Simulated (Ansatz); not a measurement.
Input of an Ansatz 0.2.0 run:

The input input.yaml:

```yaml
crystal:
  lattice:
    - [-4.0300106443, 4.0300106443, 2.0254867038]
    - [4.0300106443, -4.0300106443, 2.0254867038]
    - [4.0300106443, 4.0300106443, -2.0254867038]
  atoms:
    - { symbol: Sb, position: [0.65126306, 0.15126306, 0.80252612] }
    - { symbol: Sb, position: [0.15126306, 0.34873694, 0.5] }
    - { symbol: Sb, position: [0.34873694, 0.84873694, 0.19747388] }
    - { symbol: Sb, position: [0.84873694, 0.65126306, 0.5] }
hamiltonian:
  xc: pbe
  pseudopotentials: { kind: paw }
kpoints:
  mp_grid: { grid: [7, 7, 7] }
scf:
  occupations: { method: fermi_dirac, width: 0.05 }
output:
  forces: true
  stress: true
  eigenvalues: true
```

Potentials or basis: Ansatz PAW.

The run is started by

```sh
$ ansatz run input.yaml --threads 2 --pin off --max-ram 5120MiB --backend cpu --events-out ev --progress --plain --runs-dir out
```

**Question.** What does it give for the band gap on the k mesh?

**Answer.** None (metal or under the smearing width).

**Question.** Predict the pressure.

**Answer.** 1.6 GPa.

Stress tensor (GPa, compression positive):
```
1.38 0.00 0.00
0.00 1.38 0.00
0.00 0.00 2.04
```

Spin-orbit coupling is left out, which matters for the levels of Sb.
